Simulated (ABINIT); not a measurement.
ZrC:

```
Zr C
1.0
    -0.10312   -2.37340   -2.10894
     0.06115    2.39212   -2.12766
     5.09915    0.16427    0.04197
Zr C
2 2
Direct
  0.50009 0.49850 0.00356
  0.00368 0.00032 0.49668
  0.49783 0.49888 0.50120
  0.99840 0.00230 0.99856
```

Base run:

| Quantity | Value |
| --- | --- |
| Program | ABINIT 10.8.3 (patched build) |
| Functional | LDA |
| Potentials or basis | JTH PAW LDA v2.0 |
| Cutoff | 517 eV |
| k mesh | 6 × 6 × 4 |
| Occupations | fermi-dirac, width 0.05 eV |
| Spin | no spin polarisation |

Its results: band gap on the k mesh none (metal or under the smearing width); pressure 4.9 GPa; largest force 0.439 eV/Å.

The run is repeated on the same cell with these changes: functional from LDA to PBEsol; potentials or basis from JTH PAW LDA v2.0 to PseudoDojo NC SR PBEsol v0.4.1 standard; cutoff from 517 eV to 1309 eV. What comes out?

Band gap on the k mesh none (metal or under the smearing width); pressure 9.5 GPa; largest force 0.449 eV/Å.

Not every run made on this cell is shown here.
